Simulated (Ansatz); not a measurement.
# Sb: the cost of one run

Method: DFT, PBE, all-electron LAPW, scalar-relativistic, in Ansatz 0.2.0.

## 1. Starting point

The structure is trigonal, space group R-3m (No. 166). The conventional cell has a = 4.301 Å, b = 4.301 Å, c = 11.232 Å, α = 90.00°, β = 90.00°, γ = 120.00°. Around Sb (site symmetry 3m) lie 3 Sb at 2.90 Å.

Coordinates:

```xyz
2
Lattice="2.1506 1.2416 3.7440 -2.1506 1.2416 3.7440 0.0000 -2.4833 3.7440" Properties=species:S:1:pos:R:3 pbc="T T T"
Sb    0.0000    0.0000    2.6242
Sb    0.0000    0.0000    8.6078
```

The geometry is a database entry used as it stands. It may stem from high pressure or temperature, or be incomplete, so it serves as a test cell.

Atoms are numbered in the order of the input: Sb1, Sb2.

## 2. With basis error target 0.03 eV/atom

Contents of input.yaml:

```yaml
crystal:
  lattice:
    - [2.150600332, 1.2416496806, 3.744]
    - [-2.150600332, 1.2416496806, 3.744]
    - [0.0, -2.4832993611, 3.744]
  atoms:
    - { symbol: Sb, position: [0.23364, 0.23364, 0.23364] }
    - { symbol: Sb, position: [0.76636, 0.76636, 0.76636] }
kpoints:
  mp_grid: { grid: [9, 9, 9] }
scf:
  occupations: { method: fermi_dirac, width: 0.05 }
hamiltonian:
  xc: pbe
  pseudopotentials: { kind: all_electron, lapw: { basis_error: 0.03 } }
output:
  forces: true
  stress: true
  eigenvalues: true
```

On the command line:

```console
> ansatz run input.yaml --threads 1 --pin off --max-ram 2048MiB --backend cpu --events-out ev --progress --plain --runs-dir out
```

**Question.** How long does this run take on 1 thread of Arm Neoverse V1, shared host?

About 15 s.
